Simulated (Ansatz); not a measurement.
Varying the input for KCl

The reference input for Ansatz (plane-wave DFT with PAW):

```yaml
crystal:
  lattice:
    - [3.839196, 0.0, 0.0]
    - [0.0, 3.839196, 0.0]
    - [0.0, 0.0, 3.839196]
  atoms:
    - { symbol: K, position: [0.0, 0.0, 0.0] }
    - { symbol: Cl, position: [0.5, 0.5, 0.5] }
basis:
  ecutwfc: 420
kpoints:
  mp_grid: { grid: [4, 4, 4] }
hamiltonian:
  xc: pbe
scf:
  occupations: { method: gaussian, width: 0.1 }
output:
  forces: true
  stress: true
  eigenvalues: true
```

Command:

```bash
ansatz run input.yaml --threads 1 --pin off --max-ram 1331MiB --backend cpu --events-out ev --progress --plain --runs-dir out
```

The run converges in 6 SCF iterations on 10 irreducible k-points: pressure -0.03 GPa, gap on the sampled k-points 4.80 eV.

The inputs are trials, many of them unsound on purpose. Their numbers show the effect of the settings and aren't properties of the material. Each trial's input is given as a difference from the reference's; energies are extrapolated to zero smearing where there is one, and pressure is positive in compression.

Trial 1:

```diff
 basis:
+  ecutrho_ratio: 5
 kpoints:
-  mp_grid: { grid: [4, 4, 4] }
+  mp_grid: { grid: [1, 1, 1] }
 scf:
+  mixing: { algorithm: broyden, ndim: 4 }
+  max_iter: 100
+magnetization:
+  spin_polarized: true
```

The run converges in 9 SCF iterations on 1 irreducible k-point: energy 1.86 eV per atom above the reference, pressure 17.92 GPa, gap on the sampled k-points 4.32 eV, cell moment 0.00 μB. It warns that no starting moments were given; that the state wasn't tested for a lower one.

Trial 2:

```diff
 basis:
+  precision: f64
 kpoints:
-  mp_grid: { grid: [4, 4, 4] }
+  mp_grid: { kspacing: 0.62 }
```

The run converges in 6 SCF iterations on 4 irreducible k-points: energy 7.33 meV per atom above the reference, pressure 0.08 GPa, gap on the sampled k-points 4.88 eV.

Trial 3 (volume scaled):

```diff
 crystal:
   lattice:
-    - [3.839196, 0.0, 0.0]
-    - [0.0, 3.839196, 0.0]
-    - [0.0, 0.0, 3.839196]
+    - [3.5234392052, 0.0, 0.0]
+    - [0.0, 3.5234392052, 0.0]
+    - [0.0, 0.0, 3.5234392052]
 basis:
-  ecutwfc: 420
+  ecutwfc: "33 Ry"
 kpoints:
-  mp_grid: { grid: [4, 4, 4] }
+  mp_grid: { grid: [1, 1, 1] }
 hamiltonian:
-  xc: pbe
+  xc: pbesol
 scf:
+  mixing: { algorithm: anderson, ndim: 12, preconditioner: kerker, q_tf: 0.54 }
+  initial_density: { chi_scale: 0, normalization: atom }
+  max_iter: 40
 output:
+  dos: { method: smearing }
```

The run converges in 7 SCF iterations on 1 irreducible k-point: pressure 42.61 GPa, gap on the sampled k-points 5.53 eV.

Trial 4 (volume scaled):

```diff
 crystal:
   lattice:
-    - [3.839196, 0.0, 0.0]
-    - [0.0, 3.839196, 0.0]
-    - [0.0, 0.0, 3.839196]
+    - [4.0105927853, 0.0, 0.0]
+    - [0.0, 4.0105927853, 0.0]
+    - [0.0, 0.0, 4.0105927853]
 scf:
+  lower_state_search: standard
+  n_extra_bands: 2
```

The run converges in 6 SCF iterations on 10 irreducible k-points: energy 25.7 meV per atom above the reference, pressure -1.81 GPa, gap on the sampled k-points 4.30 eV.

Trial 5:

```diff
 basis:
-  ecutwfc: 420
+  ecutwfc: "31 Ry"
 hamiltonian:
-  xc: pbe
+  xc: pw92
 scf:
-  occupations: { method: gaussian, width: 0.1 }
+  occupations: { method: tetrahedron_uncorrected }
+  max_iter: 30
+  convergence: { dr2_threshold: "1e-8 eV" }
+spin: 2
```

The program refuses the input:

```text
Error: YAML parse error: error: line 23 column 1: unknown field `spin`, expected one of crystal, accuracy, basis, kpoints, hamiltonian, magnetization, projection, total_charge, correlation, batch, efield, external_charges, scf, relax, neb, saddle, md, ramp, phonons, dielectric, real_time, elastic, magnetic_configurations, gw, evaluate, workflow, output, checkpoint, execution
```

Next try, without the unknown key:

```diff
-spin: 2
```

The run converges in 6 SCF iterations on 10 irreducible k-points: pressure -3.13 GPa, gap on the sampled k-points 4.36 eV. It warns that the printed bands weren't solved further after the SCF; that the SCF threshold is loose for the stress.